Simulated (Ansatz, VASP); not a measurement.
Two plane-wave programs on Ge

```xyz
2
Lattice="0.0000 2.8288 2.8288 2.8288 0.0000 2.8288 2.8288 2.8288 0.0000" Properties=species:S:1:pos:R:3 pbc="T T T"
Ge    2.8288    2.8288    2.8288
Ge    4.2432    4.2432    4.2432
```

Alike in both runs: task electric field gradients; functional PBEsol; k mesh 10 × 10 × 10; occupations fermi-dirac, width 0.05 eV; no spin polarisation.

|  | VASP | Ansatz |
| --- | --- | --- |
| version | VASP 6.6.1 | Ansatz 0.2.0 |
| potentials or method | VASP PAW PBE potentials, release 64 (Ge_d) | PAW with Ansatz's default frozen-core files, scalar-relativistic |
| plane-wave cutoff (eV) | 520 | 420 |
| valence electrons in the cell | 28 | 28 |

VASP gave:

- pressure (GPa): 0.6
- Vzz of the field gradient on the site that differs most (V/Å²): 0.0

Problem. Which values does Ansatz return?

Solution. Pressure (GPa): 0.7; Vzz of the field gradient on the site that differs most (V/Å²): 0.0.

Caveats: the PAW data sets were made with another functional, which shifts forces and pressure a little (VASP).
